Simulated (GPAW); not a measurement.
# AlN (P6_3mc) in GPAW: a series of runs

Aim: see how the results for AlN move with the level of theory and the settings. Levels: PBEsol, LDA, HSE06. Tasks: single point, electron localisation function, relaxation of cell and atoms.

Everything below comes from runs of GPAW 26.7.0. Logs are shortened: lines on timing, memory, paths and dates and some standing lists are left out, and cuts for length are marked. The log counts tension as positive stress, the text compression.

**Experimental background.**

“Self-assembly of well-separated AlN nanowires directly on sputtered metallic TiN films”, 2019, arxiv:1910.07391 quotes, for a bulk crystal of AlN at 10 K: band gap 6.034 eV (an exciton energy, a little under the gap).

The runs below are set against these values where they give the same quantity.

### 1 Starting point

It takes space group P6_3mc (No. 186, hexagonal). The conventional cell has a = 3.113 Å, b = 3.113 Å, c = 4.981 Å, α = 90.00°, β = 90.00°, γ = 120.00°. Al (site symmetry 3m) has 4 N at 1.89 Å as nearest neighbours. N (site symmetry 3m) is surrounded by 4 Al at 1.89 Å.

### 2 Single point, PBEsol

run.py reads:

```python
from ase.dft.bandgap import bandgap
from ase.io import read, write
from ase.units import GPa
from gpaw import GPAW, PW, setup_paths

setup_paths.insert(0, '.')

atoms = read('AlN.xyz')

calc = GPAW(mode=PW(800),
            xc='PBEsol',
            kpts={'size': (10, 10, 6), 'gamma': True},
            occupations={'name': 'methfessel-paxton', 'order': 0, 'width': 0.1},
            nbands=18,
            convergence={'density': 1e-05, 'energy': 1e-05},
            maxiter=150,
            txt='gpaw.txt')
atoms.calc = calc
energy = atoms.get_potential_energy()
forces = atoms.get_forces()
stress = atoms.get_stress()
calc.write('gs.gpw')
write('result.traj', atoms)
print(f'Energy: {energy:.6f} eV')
print('Forces (eV/A):')
print(forces.round(4))
print('Stress (GPa):', (stress / GPa).round(3))
print('Fermi level:', round(calc.get_fermi_level(), 4), 'eV')
print(f'Gap: {bandgap(calc)[0]:.4f} eV, direct: {bandgap(calc, direct=True)[0]:.4f} eV')
```

AlN.xyz reads:

```xyz
4
Lattice="3.1130000000 0.0000000000 0.0000000000 -1.5565000000 2.6959370820 0.0000000000 0.0000000000 0.0000000000 4.9810000000" Properties=species:S:1:pos:R:3 pbc="T T T"
Al     1.5565000002      0.8986456939      2.4905000000
Al    -0.0000000002      1.7972913881      0.0000000000
N      1.5565000002      0.8986456939      4.3832800000
N     -0.0000000002      1.7972913881      1.8927800000
```

Potentials or basis: PAW data sets generated in the run's folder for this functional, pw.

Run with:

```sh
> gpaw-setup -f PBEsol Al N
> OMP_NUM_THREADS=1 python run.py
```

gpaw.txt:

```text
__  _  _
 | _ |_)|_||  |
 |__||  | ||/\| - 26.7.0

Input parameters:
  mode=PW(ecut=800.0),
  convergence={'density': 1e-05, 'energy': 1e-05},
  kpts=MonkhorstPack(size=(10, 10, 6), gamma=True),
  maxiter=150,
  nbands=18,
  occupations=Occupations(name='methfessel-paxton', order=0, width=0.1),
  xc=XC(name='PBEsol')

Diagonalizing LCAO Hamiltonian
Converting LCAO to pw mode

           N

           Al
        N

        Al

Atoms  # Å, Bohr magnetons
|   | symbol |         x |        y |        z |    initial magnetic moments |
|---|--------|-----------|----------|----------|-----------------------------|
| 0 |     Al |  1.556500 | 0.898646 | 2.490500 | ( 0.0000,  0.0000,  0.0000) |
| 1 |     Al | -0.000000 | 1.797291 | 0.000000 | ( 0.0000,  0.0000,  0.0000) |
| 2 |      N |  1.556500 | 0.898646 | 4.383280 | ( 0.0000,  0.0000,  0.0000) |
| 3 |      N | -0.000000 | 1.797291 | 1.892780 | ( 0.0000,  0.0000,  0.0000) |

Unit cell  # Å
| periodic |         x |        y |        z |  lengths |     angles |
|----------|-----------|----------|----------|----------|------------|
|      yes |  3.113000 | 0.000000 | 0.000000 | 3.113000 |  90.000000 |
|      yes | -1.556500 | 2.695937 | 0.000000 | 3.113000 |  90.000000 |
|      yes |  0.000000 | 0.000000 | 4.981000 | 4.981000 | 120.000000 |

Number of symmetries: 6
Symmetry operations  # r_c * U_cc + t_c -> r_c
|   | kind |            matrix            |
|---|------|------------------------------|
| 0 |  σ   |  1, 1, 0,  0,-1, 0,  0, 0, 1 |
| 1 |  E   |  1, 0, 0,  0, 1, 0,  0, 0, 1 |
| 2 |  C3  |  0, 1, 0, -1,-1, 0,  0, 0, 1 |
| 3 |  σ   |  0,-1, 0, -1, 0, 0,  0, 0, 1 |
| 4 |  σ   | -1, 0, 0,  1, 1, 0,  0, 0, 1 |
| 5 |  C3  | -1,-1, 0,  1, 0, 0,  0, 0, 1 |

BZ-sampling:
  Number of BZ points: 600
  Number of IBZ points: 72

  Monkhorst-Pack size: [10, 10, 6]
  Monkhorst-Pack shift: [0.05, 0.05, 0.08333333333333333]

K-points  # in reciprocal-cell coordinates
|     |                                coordinates |     weight |
|-----|--------------------------------------------|------------|
|   0 | (  0.00000000,   0.00000000,   0.00000000) | 0.00166667 |
|   1 | (  0.00000000,   0.00000000,   0.16666667) | 0.00333333 |
|   2 | (  0.00000000,   0.00000000,   0.33333333) | 0.00333333 |
|   3 | (  0.00000000,   0.00000000,   0.50000000) | 0.00166667 |
|   4 | (  0.10000000,   0.00000000,  -0.33333333) | 0.01000000 |
|   5 | (  0.10000000,   0.00000000,  -0.16666667) | 0.01000000 |
|   6 | (  0.10000000,   0.00000000,   0.00000000) | 0.01000000 |
|   7 | (  0.10000000,   0.00000000,   0.16666667) | 0.01000000 |
|   8 | (  0.10000000,   0.00000000,   0.33333333) | 0.01000000 |
|   9 | (  0.10000000,   0.00000000,   0.50000000) | 0.01000000 |
| ... |                                            |            |
|  71 | (  0.50000000,   0.50000000,   0.50000000) | 0.00500000 |

Plane wave coefficients: 2177
Cutoff: 800.0 eV

Spin-components: 1 (collinear spins)
Bands:           18
Projectors:      20
Spin-degeneracy: 2
Datatype:        complex128

Parallelization:
  kpt:    1
  domain: 1
  band:   1

Density:
  Valence electrons: 16.0
  Components: 1
  Grid points: [21 21 35]
  Charge: 0.0  # |e|

Potential:
  Grid points: [21 21 35]

species:
  Al:
    name:    Aluminium
    Z:       13.0
    valence: 3
    core:    10
    charge:  0.0  # [|e|]
    compensation charges:
      type: gauss
      rc: 0.34  # [Å]
      lmax: 2
    cutoffs:
      filter: 1.91  # [Å]
      core: 2.36  # [Å]
    projectors
    | kind |    occ | energy [eV] | rcut [Å] |
    |------|--------|-------------|----------|
    |   3s |  2.000 |      -7.715 |    1.085 |
    |   3p |  1.000 |      -2.689 |    1.085 |
    |    s |        |      19.497 |    1.085 |
    |    p |        |      24.522 |    1.085 |
    |    d |        |       0.000 |    1.085 |

    Using partial waves for Al as LCAO basis

  N:
    name:    Nitrogen
    Z:       7.0
    valence: 5
    core:    2
    charge:  0.0  # [|e|]
    compensation charges:
      type: gauss
      rc: 0.18  # [Å]
      lmax: 2
    cutoffs:
      filter: 1.11  # [Å]
      core: 0.96  # [Å]
    projectors
    | kind |    occ | energy [eV] | rcut [Å] |
    |------|--------|-------------|----------|
    |   2s |  2.000 |     -18.455 |    0.603 |
    |   2p |  3.000 |      -7.035 |    0.529 |
    |    s |        |       8.756 |    0.603 |
    |    p |        |      20.177 |    0.529 |
    |    d |        |       0.000 |    0.577 |

    Using partial waves for N as LCAO basis

Reference energy: -16132.195633  # eV

eigensolver:
  PPCG
  Converge bands: occupied
  niter=2

density mixing:
  MSR1-Mixer
  Pratt-step length: 0.05
  Maximum mixing coefficient: 0.75
  Old densities: 10
  SVD Regularization: 0.005
  Good broyden scale: 1.0
  Trust region scale: 1.0
  Backstep threshold: 4.0
  History deletion threshold: 6.0
  Fourier metric: weight=20.0, sigma=0.015

occupation numbers:
  Methfessel-Paxton:
    width: 0.1000  # eV
    order: 0

poisson solver:
  ecut: 6400.0  # eV

xc functional:
  name: PBEsol with 2 nearest neighbor stencil

convergence criteria:
- Maximum integral of absolute [dens]ity change: 1e-05 electrons / valence electron
- Maximum [total energy] change in last 3 cyles: 1e-05 eV / valence electron
- Maximum integral of absolute [eigenst]ate change: 4e-08 eV^2 / valence electron
maximum number of iterations: 150

SCF iterations
|iter     | |      energy | eigst |  dens |
|---------|-|-------------|-------|-------|
|iter:   1| |  -35.179749 | -0.24 |       |
|iter:   2| |  -34.174965 | -2.06 | -0.56 |
|iter:   3| |  -31.240410 | -0.79 | -0.61 |
|iter:   4| |  -31.244325 | -2.90 | -1.25 |
|iter:   5| |  -31.249176 | -3.49 | -1.56 |
|iter:   6| |  -31.249244 | -5.67 | -2.80 |
|iter:   7| |  -31.249256c| -6.46 | -3.20 |
|iter:   8| |  -31.249256c| -8.22c| -4.37 |
|iter:   9| |  -31.249256c| -8.01c| -4.82 |
|iter:  10| |  -31.249256c| -8.82c| -5.13c|

Converged in 10 steps
Energy contributions relative to reference atoms: (reference = -16132.195633)

Energy contributions:
  Kinetic:          35.384513
  Coulomb:         -30.926448
  Zero:              0.158743
  External:          0.000000
  Xc:              -35.866065
  Entropy:          -0.000000
  Spinorbit:         0.000000
  ----------------------------
  Free energy:     -31.249256
  Extrapolated:    -31.249256

dipole moment: (-0.000000, -0.000001, -6.833348)  # |e|*Ang

Fermi level: 6.467
Eigenvalues  # (at kpt = [0.000, 0.000, 0.000])
| band index |      eig [eV] | occ [0-2] |
|------------|---------------|-----------|
|          0 |        -9.107 |     2.000 |
|          1 |        -6.916 |     2.000 |
|          2 |        -0.012 |     2.000 |
|          3 |         5.195 |     2.000 |
|          4 |         5.195 |     2.000 |
|          5 |         5.856 |     2.000 |
[... 8 lines left out ...]
|         14 |        19.100 |     0.000 |
|         15 |        19.100 |     0.000 |
|        ... |               |           |
|         17 |        20.693 |     0.000 |

Gap: 4.157 eV
Transition (v -> c):
  (s=0, k=0, n=7, [0.00, 0.00, 0.00]) -> (s=0, k=0, n=8, [0.00, 0.00, 0.00])
No difference between direct/indirect transitions

Forces  # eV/Ang
|        x |       y |        z |
|----------|---------|----------|
|  0.00000 | 0.00000 | -0.13353 |  # Al   0
|  0.00000 | 0.00000 | -0.13350 |  # Al   1
| -0.00000 | 0.00000 |  0.13385 |  # N    2
|  0.00000 | 0.00000 |  0.13352 |  # N    3

Stress tensor  # eV/Ang^3
|         x |         y |         z |
|-----------|-----------|-----------|
| -0.003799 |  0.000000 |  0.000000 |
|  0.000000 | -0.003799 |  0.000000 |
|  0.000000 |  0.000000 | -0.013094 |

# Writing to gs.gpw (mode='')
```

It took 28 s on 1 thread of Intel Xeon 6975P-C (Granite Rapids), shared host; peak memory 0.22 GiB.

What came out:

| Property | Result |
| --- | --- |
| Free energy | -31.2493 eV |
| Pressure | 1.1 GPa |
| Largest force | 0.134 eV/Å |
| Band gap on the k mesh | 4.16 eV, direct |

Forces in eV/Å, atoms in the order of the input:
```
Al   0.000  0.000 -0.134
Al   0.000  0.000 -0.134
N    0.000  0.000  0.134
N    0.000  0.000  0.134
```

(Continued in part 2 of 2.)
